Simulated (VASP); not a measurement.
## Pt: work function with PBE

Sheet: Pt, a sheet with vacuum.

```
CELL_PARAMETERS angstrom
2.52308 0.00000 0.00000
0.00000 2.52308 0.00000
0.00000 0.00000 23.80000
ATOMIC_POSITIONS crystal
Pt 0.00000 0.00000 0.29412
```

The cell was built by a generator and needn't be a form met in nature.

```
Program                : VASP 6.6.1
Task                   : work function
Functional             : PBE
Potentials or basis    : VASP PAW PBE potentials, release 64 (Pt)
Cutoff                 : 520 eV
k mesh                 : 10 × 10 × 1
Occupations            : fermi-dirac, width 0.05 eV
Spin                   : no spin polarisation
Dipole correction      : yes
Further INCAR settings : ALGO = Normal; EDIFF = 1e-06; EFIELD = -0.3
```

| Quantity | Value |
| --- | --- |
| Band gap on the k mesh | none (metal or under the smearing width) |

Levels at points of the mesh, in eV from the Fermi level:
```tsv
k point	band 1	band 2	band 3	band 4	band 5	band 6	band 7	band 8	band 9
(0.00, 0.00, 0.00)	-7.05	-5.80	-2.18	0.08	0.08	1.00	1.83	4.46	5.42
(0.50, 0.00, 0.00)	-5.23	-3.78	-1.49	-0.82	0.45	1.98	6.40	7.52	10.34
(0.50, 0.50, 0.00)	-5.84	-2.84	-2.84	-0.10	2.94	7.91	7.91	12.65	12.97
```

It took 74 s on 1 thread of Intel(R) Xeon(R) Platinum 8375C CPU @ 2.90GHz (Ice Lake), on a shared host, peak memory 0.24 GiB.

The run has no spin-orbit coupling, so splittings on Pt are missing.
